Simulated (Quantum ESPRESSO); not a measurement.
# Ta (Im-3m) in Quantum ESPRESSO: equation of state

How stiff is Ta in PBE, and what volume does it want? The cell is scaled to several volumes.

Everything below comes from runs of Quantum ESPRESSO 7.5. Logs are shortened: lines on timing, memory, paths and dates and some standing lists are left out, and cuts for length are marked.

**What was measured.**

From “Pressure effects on the electronic structure and superconductivity of (TaNb)0.67(HfZrTi)0.33 high entropy alloy”, 2019, arxiv:1910.08312, for a bulk crystal of Ta: bulk modulus 194 GPa.

The results are compared with them further down.

## 1. The structure

The structure is cubic, space group Im-3m (No. 229). The conventional cell has a = 3.303 Å, b = 3.303 Å, c = 3.303 Å, α = 90.00°, β = 90.00°, γ = 90.00°. Around Ta (site symmetry m-3m) lie 8 Ta at 2.86 Å.

## 2. Single point, PBE, 16.93 Å³/atom

pw.in

```
&CONTROL
  calculation = 'scf'
  prefix = 'pwscf'
  outdir = './tmp'
  pseudo_dir = './pseudo'
  tprnfor = .true.
  tstress = .true.
  disk_io = 'nowf'
/
&SYSTEM
  ibrav = 0
  nat = 1
  ntyp = 1
  ecutwfc = 55
  ecutrho = 440
  nbnd = 12
  occupations = 'smearing'
  smearing = 'fd'
  degauss = 0.00367493
/
&ELECTRONS
  conv_thr = 2d-10
  electron_maxstep = 120
  mixing_beta = 0.5
/
ATOMIC_SPECIES
Ta   180.9479 Ta_pbe_v1.uspp.F.UPF
CELL_PARAMETERS angstrom
  -1.6175709496    1.6175709496    1.6175709496
   1.6175709496   -1.6175709496    1.6175709496
   1.6175709496    1.6175709496   -1.6175709496
ATOMIC_POSITIONS crystal
Ta     0.0000000000    0.0000000000    0.0000000000
K_POINTS automatic
11 11 11 0 0 0
```

Potentials or basis: SSSP 1.3 efficiency PBE.

Run with:

```console
> OMP_NUM_THREADS=1 pw.x -in pw.in > pw.out
```

pw.out:

```text
This program is part of the open-source Quantum ESPRESSO suite
     for quantum simulation of materials; please cite
[... 9 lines left out ...]
     --------------------
     sticks:   dense  smooth     PW     G-vecs:    dense   smooth      PW
     Sum         921     467    155                17861     6363    1205

     Using Slab Decomposition

     bravais-lattice index     =            0
     lattice parameter (alat)  =       5.2945  a.u.
     unit-cell volume          =     114.2475 (a.u.)^3
     number of atoms/cell      =            1
     number of atomic types    =            1
     number of electrons       =        13.00
     number of Kohn-Sham states=           12
     kinetic-energy cutoff     =      55.0000  Ry
     charge density cutoff     =     440.0000  Ry
     scf convergence threshold =      2.0E-10
     mixing beta               =       0.5000
     number of iterations used =            8  plain     mixing
     Exchange-correlation= SLA  PW   PBE  PBE
                           (   1   4   3   4   0   0   0)

     celldm(1)=   5.294474  celldm(2)=   0.000000  celldm(3)=   0.000000
     celldm(4)=   0.000000  celldm(5)=   0.000000  celldm(6)=   0.000000

     crystal axes: (cart. coord. in units of alat)
               a(1) = (  -0.577350   0.577350   0.577350 )
               a(2) = (   0.577350  -0.577350   0.577350 )
               a(3) = (   0.577350   0.577350  -0.577350 )

     reciprocal axes: (cart. coord. in units 2 pi/alat)
               b(1) = ( -0.000000  0.866025  0.866025 )
               b(2) = (  0.866025 -0.000000  0.866025 )
               b(3) = (  0.866025  0.866025  0.000000 )

     PseudoPot. # 1 for Ta read from file:
     Ta_pbe_v1.uspp.F.UPF
     Pseudo is Ultrasoft + core correction, Zval = 13.0
     Generated by new atomic code, or converted to UPF format
     Using radial grid of  921 points,  7 beta functions with:
                l(1) =   0
                l(2) =   0
                l(3) =   1
                l(4) =   1
                l(5) =   2
                l(6) =   2
                l(7) =   3
     Q(r) pseudized with  6 coefficients,  rinner =    1.300   1.300   1.300
                                                       1.300   1.300   1.300
                                                       1.300

     atomic species   valence    mass     pseudopotential
     Ta               13.00   180.94790     Ta( 1.00)

     48 Sym. Ops., with inversion, found

   Cartesian axes

     site n.     atom                  positions (alat units)
         1        Ta     tau(   1) = (   0.0000000   0.0000000   0.0000000  )

     number of k points=    56  Fermi-Dirac smearing, width (Ry)=  0.0037
                       cart. coord. in units 2pi/alat
        k(    1) = (   0.0000000   0.0000000   0.0000000), wk =   0.0015026
        k(    2) = (   0.0787296   0.0787296   0.0000000), wk =   0.0180316
        k(    3) = (   0.1574592   0.1574592   0.0000000), wk =   0.0180316
        k(    4) = (   0.2361887   0.2361887   0.0000000), wk =   0.0180316
        k(    5) = (   0.3149183   0.3149183   0.0000000), wk =   0.0180316
        k(    6) = (   0.3936479   0.3936479   0.0000000), wk =   0.0180316
[... 48 lines left out ...]
        k(   55) = (  -0.7872958  -0.0787296  -0.0787296), wk =   0.0120210
        k(   56) = (  -0.0000000  -0.0000000   0.7872958), wk =   0.0090158

     Dense  grid:    17861 G-vectors     FFT dimensions: (  36,  36,  36)

     Smooth grid:     6363 G-vectors     FFT dimensions: (  25,  25,  25)

     Initial potential from superposition of free atoms

     starting charge      12.9989, renormalised to      13.0000

     negative rho (up, down):  9.339E-02 0.000E+00
     Starting wfcs are   13 randomized atomic wfcs

     Self-consistent Calculation

     iteration #  1     ecut=    55.00 Ry     beta= 0.50
     Davidson diagonalization with overlap
     ethr =  1.00E-02,  avg # of iterations =  3.8

     Threshold (ethr) on eigenvalues was too large:
     Diagonalizing with lowered threshold

     Davidson diagonalization with overlap
     ethr =  1.48E-04,  avg # of iterations =  2.0

     negative rho (up, down):  9.596E-02 0.000E+00

     total energy              =    -141.87656049 Ry
     estimated scf accuracy    <       0.02007001 Ry

     iteration #  2     ecut=    55.00 Ry     beta= 0.50
     Davidson diagonalization with overlap
     ethr =  1.54E-04,  avg # of iterations =  1.8

     negative rho (up, down):  9.798E-02 0.000E+00

     total energy              =    -141.87803533 Ry
     estimated scf accuracy    <       0.00164404 Ry

     iteration #  3     ecut=    55.00 Ry     beta= 0.50
     Davidson diagonalization with overlap
     ethr =  1.26E-05,  avg # of iterations =  2.4

     negative rho (up, down):  9.908E-02 0.000E+00

     total energy              =    -141.87822042 Ry
     estimated scf accuracy    <       0.00011016 Ry

     iteration #  4     ecut=    55.00 Ry     beta= 0.50
     Davidson diagonalization with overlap
     ethr =  8.47E-07,  avg # of iterations =  1.4
[... 19 lines left out ...]
     negative rho (up, down):  9.903E-02 0.000E+00

     total energy              =    -141.87822412 Ry
     estimated scf accuracy    <          3.7E-09 Ry

     iteration #  7     ecut=    55.00 Ry     beta= 0.50
     Davidson diagonalization with overlap
     ethr =  2.88E-11,  avg # of iterations =  1.0

     negative rho (up, down):  9.903E-02 0.000E+00

     total energy              =    -141.87822412 Ry
     estimated scf accuracy    <          2.4E-09 Ry

     iteration #  8     ecut=    55.00 Ry     beta= 0.50
     Davidson diagonalization with overlap
     ethr =  1.82E-11,  avg # of iterations =  2.0

     negative rho (up, down):  9.903E-02 0.000E+00

     End of self-consistent calculation

          k = 0.0000 0.0000 0.0000 (   791 PWs)   bands (ev):

   -47.0237 -12.8508 -12.8508 -12.8508  11.8254  20.7061  20.7061  20.7061
    24.2037  24.2037  34.8159  34.8159

          k = 0.0787 0.0787 0.0000 (   779 PWs)   bands (ev):

   -47.0117 -12.9754 -12.8886 -12.8516  12.2186  20.4491  20.6170  21.0965
    23.8134  24.2027  35.1678  35.4917

          k = 0.1575 0.1575 0.0000 (   782 PWs)   bands (ev):

   -46.9797 -13.2993 -12.9887 -12.8540  13.2703  19.8316  20.2050  22.2346
    23.4402  24.2573  35.7173  37.7191

          k = 0.2362 0.2362 0.0000 (   788 PWs)   bands (ev):

   -46.9375 -13.7030 -13.1170 -12.8572  14.5317  19.1381  19.7985  23.6840
    24.0124  24.4647  34.9420  36.9372

          k = 0.3149 0.3149 0.0000 (   790 PWs)   bands (ev):

   -46.8984 -14.0560 -13.2322 -12.8603  15.2352  18.5824  20.3588  24.1126
    24.8328  26.1875  33.2694  34.5852

          k = 0.3936 0.3936 0.0000 (   798 PWs)   bands (ev):

   -46.8751 -14.2586 -13.2995 -12.8621  15.3169  18.2803  21.5907  24.1802
    25.1777  28.0754  32.1041  32.9652
[... 231 lines left out ...]
          k =-0.0000-0.0000 0.6298 (   787 PWs)   bands (ev):

   -46.8008 -13.8290 -13.6663 -13.6663  16.7172  16.8624  23.4398  23.4398
    25.6866  25.9933  34.8853  34.8854

          k =-0.0000-0.0787 0.7086 (   795 PWs)   bands (ev):

   -46.7827 -13.9042 -13.7425 -13.6853  16.3162  16.5048  23.9701  23.9767
    27.1213  28.1081  31.9126  32.6924

          k =-0.7873-0.0787-0.0787 (   787 PWs)   bands (ev):

   -46.7739 -13.8561 -13.8561 -13.6979  16.1788  16.1788  23.9448  26.3083
    26.3083  30.4369  30.4369  30.6495

          k =-0.0000-0.0000 0.7873 (   792 PWs)   bands (ev):

   -46.7655 -13.8426 -13.8201 -13.8201  15.8902  15.9462  26.2209  26.2209
    27.1161  28.5315  30.4613  30.4613

     the Fermi energy is    19.9685 ev

!    total energy              =    -141.87822412 Ry
     estimated scf accuracy    <          4.8E-12 Ry
     smearing contrib. (-TS)   =      -0.00044118 Ry
     internal energy E=F+TS    =    -141.87778294 Ry

     The total energy is F=E-TS. E is the sum of the following terms:
     one-electron contribution =     -12.35011899 Ry
     hartree contribution      =      13.42798367 Ry
     xc contribution           =     -42.35415630 Ry
     ewald contribution        =    -100.60149133 Ry

     convergence has been achieved in   8 iterations

     negative rho (up, down):  9.903E-02 0.000E+00

     Forces acting on atoms (cartesian axes, Ry/au):

     atom    1 type  1   force =     0.00000000    0.00000000    0.00000000

     Total force =     0.000000     Total SCF correction =     0.000000

     Computing stress (Cartesian axis) and pressure

     negative rho (up, down):  9.903E-02 0.000E+00
          total   stress  (Ry/bohr**3)                   (kbar)     P=      169.49
   0.00115215   0.00000000  -0.00000000          169.49        0.00       -0.00
   0.00000000   0.00115215   0.00000000            0.00      169.49        0.00
  -0.00000000   0.00000000   0.00115215           -0.00        0.00      169.49

=------------------------------------------------------------------------------=
   JOB DONE.
=------------------------------------------------------------------------------=
```

Run time: 8.5 s. Hardware: 1 thread of Arm Neoverse V2, shared host; peak memory 0.15 GiB.

What came out:

```
Free energy            : -1930.3516 eV
Pressure               : 16.9 GPa
Band gap on the k mesh : none (metal or under the smearing width)
```

## 3. Single point, PBE, 17.29 Å³/atom

Edit pw.in of step 2 so:

```diff
@@ -28,5 +28,5 @@
 CELL_PARAMETERS angstrom
-  -1.6175709496    1.6175709496    1.6175709496
-   1.6175709496   -1.6175709496    1.6175709496
-   1.6175709496    1.6175709496   -1.6175709496
+  -1.6289626696    1.6289626696    1.6289626696
+   1.6289626696   -1.6289626696    1.6289626696
+   1.6289626696    1.6289626696   -1.6289626696
 ATOMIC_POSITIONS crystal
```

Potentials or basis: SSSP 1.3 efficiency PBE.

Run with:

```console
> OMP_NUM_THREADS=1 pw.x -in pw.in > pw.out
```

It took 8.5 s on 1 thread of Arm Neoverse V2, shared host; peak memory 0.15 GiB.

The run converged. Its results:

```
Free energy            : -1930.3836 eV
Pressure               : 11.5 GPa
Band gap on the k mesh : none (metal or under the smearing width)
```

## 4. Single point, PBE, 17.65 Å³/atom

Edit pw.in of step 3 so:

```diff
@@ -28,5 +28,5 @@
 CELL_PARAMETERS angstrom
-  -1.6289626696    1.6289626696    1.6289626696
-   1.6289626696   -1.6289626696    1.6289626696
-   1.6289626696    1.6289626696   -1.6289626696
+  -1.6401972500    1.6401972500    1.6401972500
+   1.6401972500   -1.6401972500    1.6401972500
+   1.6401972500    1.6401972500   -1.6401972500
 ATOMIC_POSITIONS crystal
```

Run with:

```console
> OMP_NUM_THREADS=1 pw.x -in pw.in > pw.out
```

Wall time 8.5 s (1 thread of Arm Neoverse V2, shared host); peak memory 0.15 GiB.

It converged, with:

- Free energy: -1930.4041 eV
- Pressure: 6.7 GPa
- Band gap on the k mesh: none (metal or under the smearing width)

## 5. Single point, PBE, 18.01 Å³/atom

Edit pw.in of step 4 so:

```diff
@@ -28,5 +28,5 @@
 CELL_PARAMETERS angstrom
-  -1.6401972500    1.6401972500    1.6401972500
-   1.6401972500   -1.6401972500    1.6401972500
-   1.6401972500    1.6401972500   -1.6401972500
+  -1.6512800000    1.6512800000    1.6512800000
+   1.6512800000   -1.6512800000    1.6512800000
+   1.6512800000    1.6512800000   -1.6512800000
 ATOMIC_POSITIONS crystal
```

Run with:

```console
> OMP_NUM_THREADS=1 pw.x -in pw.in > pw.out
```

It took 8.7 s on 1 thread of Arm Neoverse V2, shared host; peak memory 0.16 GiB.

Results (log left out):

```yaml
Free_energy: -1930.4144 eV
Pressure: 2.4 GPa
Band_gap_on_the_k_mesh: none (metal or under the smearing width)
```

## 6. Single point, PBE, 18.37 Å³/atom

Edit pw.in of step 5 so:

```diff
@@ -28,5 +28,5 @@
 CELL_PARAMETERS angstrom
-  -1.6512800000    1.6512800000    1.6512800000
-   1.6512800000   -1.6512800000    1.6512800000
-   1.6512800000    1.6512800000   -1.6512800000
+  -1.6622159478    1.6622159478    1.6622159478
+   1.6622159478   -1.6622159478    1.6622159478
+   1.6622159478    1.6622159478   -1.6622159478
 ATOMIC_POSITIONS crystal
```

Potentials or basis: SSSP 1.3 efficiency PBE.

Run with:

```console
> OMP_NUM_THREADS=1 pw.x -in pw.in > pw.out
```

It took 8.9 s on 1 thread of Arm Neoverse V2, shared host; peak memory 0.16 GiB.

The run converged. Its results:

| Quantity | Value |
| --- | --- |
| Free energy | -1930.4154 eV |
| Pressure | -1.5 GPa |
| Band gap on the k mesh | none (metal or under the smearing width) |

## 7. Single point, PBE, 18.73 Å³/atom

Edit pw.in of step 6 so:

```diff
@@ -28,5 +28,5 @@
 CELL_PARAMETERS angstrom
-  -1.6622159478    1.6622159478    1.6622159478
-   1.6622159478   -1.6622159478    1.6622159478
-   1.6622159478    1.6622159478   -1.6622159478
+  -1.6730098603    1.6730098603    1.6730098603
+   1.6730098603   -1.6730098603    1.6730098603
+   1.6730098603    1.6730098603   -1.6730098603
 ATOMIC_POSITIONS crystal
```

Run with:

```console
> OMP_NUM_THREADS=1 pw.x -in pw.in > pw.out
```

Wall time 8.9 s (1 thread of Arm Neoverse V2, shared host); peak memory 0.16 GiB.

It converged, with:

```
Free energy            : -1930.4081 eV
Pressure               : -5.0 GPa
Band gap on the k mesh : none (metal or under the smearing width)
```

## 8. Single point, PBE, 19.09 Å³/atom

Edit pw.in of step 7 so:

```diff
@@ -28,5 +28,5 @@
 CELL_PARAMETERS angstrom
-  -1.6730098603    1.6730098603    1.6730098603
-   1.6730098603   -1.6730098603    1.6730098603
-   1.6730098603    1.6730098603   -1.6730098603
+  -1.6836662614    1.6836662614    1.6836662614
+   1.6836662614   -1.6836662614    1.6836662614
+   1.6836662614    1.6836662614   -1.6836662614
 ATOMIC_POSITIONS crystal
```

Run with:

```console
> OMP_NUM_THREADS=1 pw.x -in pw.in > pw.out
```

It took 9 s on 1 thread of Arm Neoverse V2, shared host; peak memory 0.16 GiB.

Results (log left out):

```
Free energy            : -1930.3933 eV
Pressure               : -8.2 GPa
Band gap on the k mesh : none (metal or under the smearing width)
```

## 9. Equation of state, PBE

Potentials or basis: SSSP 1.3 efficiency PBE.

No new run: the results of the series are fitted here.

Results:

- Equilibrium volume: 18.23 Å³/atom
- Bulk modulus: 195 GPa
- Pressure derivative of the bulk modulus: 4.4

Energy against volume, from the lowest point:
```tsv
volume (Å³/atom)	energy (meV/atom)
16.930	63.83
17.290	31.80
17.650	11.27
18.010	1.02
18.371	0.00
18.731	7.30
19.091	22.14
```

The run has no spin-orbit coupling, so splittings on Ta are missing. PBE usually gives volumes a little too large and moduli too small.

## 10. Against experiment

Step 9. Measured bulk modulus of Ta: 194 GPa (quoted in “Pressure effects on the electronic structure and superconductivity of (TaNb)0.67(HfZrTi)0.33 high entropy alloy”, 2019, arxiv:1910.08312). This calculation gives 195 GPa (+0.6 %). The fit is for a static lattice scaled at fixed shape and fixed fractional positions.
